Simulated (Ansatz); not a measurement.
Independent-particle absorption of AlGaN2 (P-4m2, a = 3.139 Å, b = 3.139 Å, c = 4.422 Å, α = 90.00°, β = 90.00°, γ = 90.00°), no local fields or excitons, 0.1 eV broadening. Method: Ansatz 0.2.0, DFT r2SCAN, scalar-relativistic, plane waves, PAW.

Settings: cutoff 500 eV, Γ-centred mesh 8×8×6 on the computed 4-atom cell, Gaussian smearing of 0.02 eV; no spin polarisation. The spectrum is summed on a 12×12×9 mesh.

```yaml
crystal:
  lattice:
    - [3.13853, 0.00000, 0.00000]
    - [0.00000, 3.13853, 0.00000]
    - [0.00000, 0.00000, 4.42236]
  atoms:
    - { symbol: Al, position: [0.50000, 0.50000, 0.50000] }
    - { symbol: Ga, position: [0.00000, 0.00000, 0.00000] }
    - { symbol: N, position: [0.50000, 0.00000, 0.73908] }
    - { symbol: N, position: [0.00000, 0.50000, 0.26092] }
```

```
photon energy (eV)  ε2,xx
               0.0   0.00
               0.4   0.00
               0.8   0.00
               1.2   0.00
               1.6   0.00
               2.0   0.00
               2.4   0.00
               2.8   0.00
               3.2   0.00
               3.6   0.59
               4.0   0.88
               4.4   1.09
               4.8   1.28
               5.2   1.46
               5.6   1.65
               6.0   1.93
               6.4   3.32
               6.8   6.94
               7.2   7.80
               7.6   7.09
               8.0   6.32
               8.4   5.67
               8.8   5.42
               9.2   4.08
               9.6   3.75
              10.0   5.35
              10.4   6.41
              10.8   5.43
              11.2   4.99
              11.6   4.00
              12.0   4.44
              12.4   6.29
              12.8   5.63
              13.2   5.31
              13.6   3.84
              14.0   3.03
```

The strongest peak lies near 7.2 eV. ε∞ (xx, yy, zz) = 4.8, 4.8, 4.8.

Cost: 1 run of about 0.88 core-minutes, on Intel Xeon 6975P-C (Granite Rapids) (shared hosts).